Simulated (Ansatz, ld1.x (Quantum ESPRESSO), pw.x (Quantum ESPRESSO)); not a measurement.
**tantalum (diamond): variants of one TM potential in the solid**

| Property | Result |
| --- | --- |
| Element | Ta (Z = 73) |
| Generator | ld1.x (Quantum ESPRESSO) 7.5 |
| Type | norm-conserving Troullier–Martins (Kleinman–Bylander form) |
| Functional | PBE |
| Relativity | scalar-relativistic |
| Frozen core | [Xe] 4f14 |
| Valence charge | 5 |
| Reference configuration | 5d3 6s1.5 6p0 (charge +0.5) |
| Partial waves | 6p (bound, empty): rc 3.90 bohr; 5d (bound): rc 2.50 bohr; 6s (bound): rc 2.75 bohr |
| Local potential | the s channel |
| Core correction | Bessel-smoothed model core, default radius (core density twice the valence density) |

Crystal test: diamond Ta in pw.x 7.5, no spin, 8³ k-points, Fermi–Dirac smearing 0.01 Ry, cutoffs set for each file from its atomic test. The reference is all-electron LAPW (Ansatz 0.2.0) with the same functional, mesh and smearing; V0 and B0 come from Birch–Murnaghan fits to the pressures at five volumes. Errors are pseudo minus all-electron; Δ is the rms difference of the E(V) curves that follow from these fits, minima aligned, over ±6 % about the mean V0. Mesh and smearing are coarse, so the numbers serve the comparison and aren't converged zero-temperature values; the lattice is a test structure that the element need not adopt.

All-electron: a0 = 6.108 Å (V0 = 28.49 Å³/atom), B0 = 68.6 GPa.

Base: The largest radius (3.90 bohr) exceeds half the bond length (2.50 bohr), so the spheres overlap, which is one possible source of error among others. This is a poor potential for the solid.

A dash in a converged row means that the minimum lies outside the volumes sampled.

```tsv
change	cutoffs (Ry)	pw.x	a0 (Å)	a0 error (%)	B0 error (%)	Δ (meV/atom)	mean pressure error (GPa)
base	50/200	converged	6.157	+0.80	-1.4	10.2	+1.68
all radii but the core radius scaled by about 0.94 (s 2.58, p 3.64, d 2.34 bohr)	50/200	converged	6.154	+0.74	-1.1	9.5	+1.57
all radii but the core radius scaled by about 1.08 (s 2.98, p 4.22, d 2.72 bohr)	50/200	converged	6.155	+0.77	-2.3	9.8	+1.60
all radii but the core radius scaled by about 1.19 (s 3.28, p 4.64, d 2.98 bohr)	50/200	converged	6.133	+0.41	-4.6	5.0	+0.80
all radii but the core radius scaled by about 1.39 (s 3.82, p 5.42, d 3.46 bohr)	50/200	converged	–	–	–	–	-4.50
```

Task: Give the row for: all radii but the core radius scaled by about 0.75 (s 2.06, p 2.92, d 1.88 bohr).

Result: pw.x: converged; mean pressure error (GPa): +0.54; a0 (Å): 6.124; a0 error (%): +0.26; B0 error (%): -0.6; Δ (meV/atom): 3.3.
